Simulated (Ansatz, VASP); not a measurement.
This is a calculation of ZrC for VASP 6.6.1.

The input INCAR:

```
ALGO = Normal
EDIFF = 1E-7
ENCUT = 520
GGA = PE
ISIF = 2
ISMEAR = -1
LASPH = T
LCHARG = T
LELF = T
LREAL = F
LVHAR = T
LWAVE = F
NBANDS = 15
NELM = 60
PREC = Accurate
SIGMA = 0.05
```

Contents of KPOINTS:

```
k-points
0
Gamma
  9 9 9
```

Contents of POSCAR:

```
ZrC
1.0
    0.0000000000      2.5455200000      2.5455200000
    2.5455200000      0.0000000000      2.5455200000
    2.5455200000      2.5455200000      0.0000000000
Zr C
1 1
Direct
    0.5000000000      0.5000000000      0.5000000000
    0.7500000000      0.7500000000      0.7500000000
```

Potentials or basis: VASP PAW PBE potentials, release 64 (Zr_sv, C).

Launch:

```bash
$ cat potpaw_PBE.64/Zr_sv/POTCAR potpaw_PBE.64/C/POTCAR > POTCAR
$ mpirun -np 1 vasp_std > vasp.out
```

Problem. Set up the same calculation for Ansatz 0.2.0. Potentials there: Ansatz PAW.

Solution. As run (the cutoff follows the program's own potentials):

File input.yaml:

```yaml
crystal:
  lattice:
    - [0.0, 2.54552, 2.54552]
    - [2.54552, 0.0, 2.54552]
    - [2.54552, 2.54552, 0.0]
  atoms:
    - { symbol: Zr, position: [0.5, 0.5, 0.5] }
    - { symbol: C, position: [0.75, 0.75, 0.75] }
hamiltonian:
  xc: pbe
  pseudopotentials: { kind: paw }
kpoints:
  mp_grid: { grid: [9, 9, 9] }
scf:
  occupations: { method: fermi_dirac, width: 0.05 }
output:
  forces: true
  stress: true
  eigenvalues: true
```

Potentials or basis: Ansatz PAW.

The run is started by

```bash
$ ansatz run input.yaml --threads 1 --pin off --max-ram 3584MiB --backend cpu --events-out ev --progress --plain --runs-dir out
```

Both were run:

|  | VASP | Ansatz | Ansatz less VASP |
| --- | --- | --- | --- |
| gap on the k mesh at the Fermi level (eV) | 0.55 | 0.55 | -0.001 |
| least direct gap on the mesh (eV) | 0.55 | 0.55 | -0.001 |
| pressure (GPa) | 0.1 | 0.0 | -0.13 |

Caveats: an odd mesh through Γ misses points on the zone boundary, where band edges often lie (VASP); odd divisions of the mesh miss points on the zone boundary, where band edges often lie, so the gap on the mesh can be too wide (Ansatz). A hybrid or GW would open this gap; PBE tends to underestimate it.
